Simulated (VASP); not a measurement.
The system is HgTe (Coloradoite).

```
Hg Te
1.0
     0.00000    3.21450    3.21450
     3.21450    0.00000    3.21450
     3.21450    3.21450    0.00000
Hg Te
1 1
Direct
  0.00000 0.00000 0.00000
  0.75000 0.75000 0.75000
```

* Program: VASP 6.6.1
* Task: relaxation of cell and atoms
* Functional: optPBE-vdW
* Potentials or basis: VASP PAW PBE potentials, release 64 (Hg, Te)
* Cutoff: 600 eV
* k mesh: 7 × 7 × 7
* Occupations: fermi-dirac, width 0.05 eV
* Spin: no spin polarisation

At the start: pressure 5.4 GPa; volume 33.22 Å³/atom.

Task: Where does the relaxation end?

Result: Over 3 steps the energy falls by 62.7 meV/atom and the volume is 37.39 Å³/atom (+12.6 %); space group F-43m (No. 216, to 0.05 Å).

Step by step:
| step | energy change (eV) | largest force (eV/Å) | pressure (GPa) | volume (Å³) |
| --- | --- | --- | --- | --- |
| 1 | 0.0000 | 0.0000 | 5.40 | 66.43 |
| 2 | -0.1143 | 0.0000 | -1.16 | 77.78 |
| 3 | -0.1254 | 0.0000 | 0.03 | 74.78 |

Final structure:
```yaml
crystal:
  lattice:
    - [0.00000, 3.34383, 3.34383]
    - [3.34383, 0.00000, 3.34383]
    - [3.34383, 3.34383, 0.00000]
  atoms:
    - { symbol: Hg, position: [0.00000, 0.00000, 0.00000] }
    - { symbol: Te, position: [0.75000, 0.75000, 0.75000] }
```

Caveat: the PAW data sets were made with another functional, which shifts forces and pressure a little; the volume moved by +13 % from the deposited cell, more than functionals usually miss.
